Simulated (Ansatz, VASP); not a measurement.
## GaN in VASP and in Ansatz

```
CELL_PARAMETERS angstrom
0.00000 1.99250 1.99250
1.99250 0.00000 1.99250
1.99250 1.99250 0.00000
ATOMIC_POSITIONS crystal
Ga 0.50000 0.50000 0.50000
N 0.00000 0.00000 0.00000
```

Measurements of this composition are mostly on another form, of space group No. 186.

Alike in both runs: task electric field gradients; functional PBE; k mesh 12 × 12 × 12; occupations fermi-dirac, width 0.02 eV; no spin polarisation.

```csv
,VASP,Ansatz
version,VASP 6.6.1,Ansatz 0.2.0
potentials or method,"VASP PAW PBE potentials, release 64 (Ga_d, N)","plane-wave PAW, scalar-relativistic"
plane-wave cutoff (eV),520,420
valence electrons in the cell,18,18
```

```tsv
	VASP	Ansatz	Ansatz less VASP
gap on the k mesh at the Fermi level (eV)	1.81	1.82	+0.014
Vzz of the field gradient on the site that differs most (V/Å²)	0.0	0.0	0.00
```

The functional is the same, so the differences come from potentials, cutoffs and numerics.

 Expect the measured gap to be larger: semilocal functionals such as PBE lack the derivative discontinuity. A k mesh can miss the band edges.
